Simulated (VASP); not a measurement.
# KZnF₃, infrared activities and static dielectric tensor: which settings are enough?

KZnF₃, Pm-3m (no. 221), 5 atoms in the cell. PBEsol, infrared activities and static dielectric tensor; PAW potentials Zn, K_sv, F (PBE set). VASP 6.6.1.

Wanted: optical frequencies within 3 cm⁻¹; ion-clamped dielectric constant, mean within 1 %; static dielectric constant, mean within 3 %; Born charges within 0.03 e.

Geometry: relaxed with this functional.

POSCAR:
```
KZnF3
1.0
    4.0573104520      0.0000000000      0.0000000000
    0.0000000000      4.0573104520      0.0000000000
    0.0000000000      0.0000000000      4.0573104520
Zn K F
1 1 3
Direct
    0.5000000000      0.5000000000      0.5000000000
    0.0000000000      0.0000000000      0.0000000000
    0.5000000000      0.0000000000      0.5000000000
    0.0000000000      0.5000000000      0.5000000000
    0.5000000000      0.5000000000      0.0000000000
```

The series start from k mesh: 6x6x6; Plane-wave cutoff (eV): 520; SCF threshold (eV): 1e-8; Method: perturbation theory (IBRION 8, LEPSILON). Each series keeps the choices made before it, and each single choice may use up half of a tolerance.

## k mesh

| k mesh | Optical frequencies, largest deviation (cm⁻¹) | Ion-clamped dielectric constant, mean | Static dielectric constant, mean | Born charges, largest deviation (e) | Time (s) |
|---|---|---|---|---|---|
| 4x4x4 | 0.4 | 2.405 | 9.601 | 0.000 | 100 |
| 6x6x6 | 0.6 | 2.404 | 9.599 | 0.000 | 174 |
| 8x8x8 (reference) | 0.0 | 2.404 | 9.599 | 0.000 | 238 |

Chosen: 4x4x4, the loosest value from which every tighter one stays within half of the tolerance.

## Plane-wave cutoff (eV)

| Plane-wave cutoff (eV) | Optical frequencies, largest deviation (cm⁻¹) | Ion-clamped dielectric constant, mean | Static dielectric constant, mean | Born charges, largest deviation (e) | Time (s) |
|---|---|---|---|---|---|
| 320 | 11.4 | 2.363 | 9.932 | 0.036 | 53 |
| 400 | 3.8 | 2.394 | 9.372 | 0.007 | 81 |
| 460 | 3.4 | 2.403 | 9.54 | 0.001 | 90 |
| 520 | 3.7 | 2.405 | 9.601 | 0.001 | 100 |
| 600 | 1.8 | 2.405 | 9.51 | 0.001 | 113 |
| 720 (reference) | 0.0 | 2.404 | 9.613 | 0.000 | 144 |

Chosen: 720; the next looser run is off by more than half of the tolerance, so convergence isn't shown beyond this value.

## SCF threshold (eV)

| SCF threshold (eV) | Optical frequencies, largest deviation (cm⁻¹) | Ion-clamped dielectric constant, mean | Static dielectric constant, mean | Born charges, largest deviation (e) | Time (s) |
|---|---|---|---|---|---|
| 1e-5 | 2.5 | 2.404 | 9.518 | 0.002 | 103 |
| 1e-6 | 0.5 | 2.404 | 9.609 | 0.000 | 117 |
| 1e-7 | 0.6 | 2.404 | 9.596 | 0.000 | 147 |
| 1e-8 (reference) | 0.0 | 2.404 | 9.613 | 0.000 | 144 |

Chosen: 1e-6.

## Method

| Method | Optical frequencies, largest deviation (cm⁻¹) | Ion-clamped dielectric constant, mean | Static dielectric constant, mean | Born charges, largest deviation (e) | Time (s) |
|---|---|---|---|---|---|
| perturbation theory (IBRION 8, LEPSILON) | 0.0 | 2.404 | 9.609 | 0.000 | 117 |
| IBRION 6 with LEPSILON | 1.8 | 2.404 | 9.401 | 0.000 | 79 |
| IBRION 8, LEPSILON, LPEAD | 1.7 | 2.401 | 9.649 | 0.000 | 79 |

Chosen: perturbation theory (IBRION 8, LEPSILON); no other choice that stays within half of the tolerance saves 30 % of the time.

## All choices together

| Input | Optical frequencies, largest deviation (cm⁻¹) | Ion-clamped dielectric constant, mean | Static dielectric constant, mean | Born charges, largest deviation (e) | Time (s) |
|---|---|---|---|---|---|
| program defaults, KSPACING-like mesh of 0.5 per A (naive) | 28.3 | 2.392 | 8.666 | 0.011 | 22 |
| chosen settings | 1.3 | 2.404 | 9.609 | 0.000 | 117 |
| reference settings throughout | 0.0 | 2.403 | 9.62 | 0.000 | 341 |

The chosen settings stay within the tolerance of the reference run, but the reference itself isn't shown to be converged in: Plane-wave cutoff (eV).

## The input

INCAR:
```
SYSTEM = KZnF3
ALGO = Normal
EDIFF = 1E-6
ENCUT = 720
GGA = PS
IBRION = 8
ISMEAR = 0
KPAR = 4
LASPH = .True.
LCHARG = .False.
LEPSILON = .True.
LREAL = .False.
LWAVE = .False.
NELM = 120
NSW = 1
PREC = Accurate
SIGMA = 0.02
```

KPOINTS:
```
Automatic mesh
0
Gamma
  4 4 4
  0 0 0
```

Commands:
```
cat potpaw_PBE.64/Zn/POTCAR potpaw_PBE.64/K_sv/POTCAR potpaw_PBE.64/F/POTCAR > POTCAR
mpirun -np 4 vasp_std > vasp.out
```

The chosen input took VASP 6.6.1 117 s on 4 cores (Intel Xeon 6975P-C (Granite Rapids)), a shared host.

## An input that fails: no ionic step asked, so no ionic term

It runs to its end, but its output holds no ionic response, so neither infrared activities nor a static dielectric tensor.

Changes against the starting input:
```
- IBRION = 8
- NSW = 1
+ IBRION = -1
+ NSW = 0
```
